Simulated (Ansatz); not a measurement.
Ga in Ansatz: the effect of functional

Ga:

```
Ga
1.0
     1.35477   -3.94430    0.00000
     1.35477    3.94430    0.00000
    -0.11505    0.00000    3.26195
Ga
2
Cartesian
  1.2685 2.9109 2.4465
  1.3260 -2.9109 0.8155
```

This isn't the form of Ga at room conditions, which is orthorhombic.

The cell isn't the ideal one: volume scaled by 0.94.

Alike in all runs:

```yaml
Program: Ansatz 0.2.0
Task: single point
Potentials_or_basis: Ansatz PAW
k_mesh: 10 × 10 × 8
Occupations: fermi-dirac, width 0.05 eV
Spin: no spin polarisation
```

```csv
functional,cutoff,pressure (GPa),largest force (eV/Å)
LDA,420 eV (not typed: the program's choice for these potentials),-0.6,0.21
PBEsol,420 eV (not typed: the program's choice for these potentials),1.9,0.22
r2SCAN,500 eV (not typed: the program's choice for these potentials),?,?
```

Q: What does the run with functional r2SCAN give?

A: Pressure 2.7 GPa; largest force 0.24 eV/Å.

Caveats: the PAW data sets come from PBE, with cores solved anew for the run's functional, which leaves a small shift of forces and pressure.

Runs at the PBE level aren't shown here.
